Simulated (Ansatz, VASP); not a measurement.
Al in VASP and in Ansatz

```xyz
1
Lattice="0.0000 2.0082 2.0082 2.0082 0.0000 2.0082 2.0082 2.0082 0.0000" Properties=species:S:1:pos:R:3 pbc="T T T"
Al    0.0000    0.0000    0.0000
```

Alike in both runs: functional PBEsol; k mesh 20 × 20 × 20; occupations fermi-dirac, width 0.15 eV; no spin polarisation.

Ansatz relaxed the structure, and its values are those at the end. VASP's run is a single point on that final structure, the one shown.

```csv
,VASP,Ansatz
version,VASP 6.6.1,Ansatz 0.2.0
potentials or method,"VASP PAW PBE potentials, release 64 (Al)","scalar-relativistic, plane waves, PAW"
plane-wave cutoff (eV),520,420
valence electrons in the cell,3,3
```

Ansatz gave:

- gap on the k mesh at the Fermi level (eV): none
- pressure (GPa): 0.0

Question: Estimate VASP's values.

Answer: gap on the k mesh at the Fermi level (eV): none; pressure (GPa): 0.1.

A gap of «none» marks a metal or a gap that the smearing closes.

Caveats: the PAW data sets were made with another functional, which shifts forces and pressure a little (VASP).
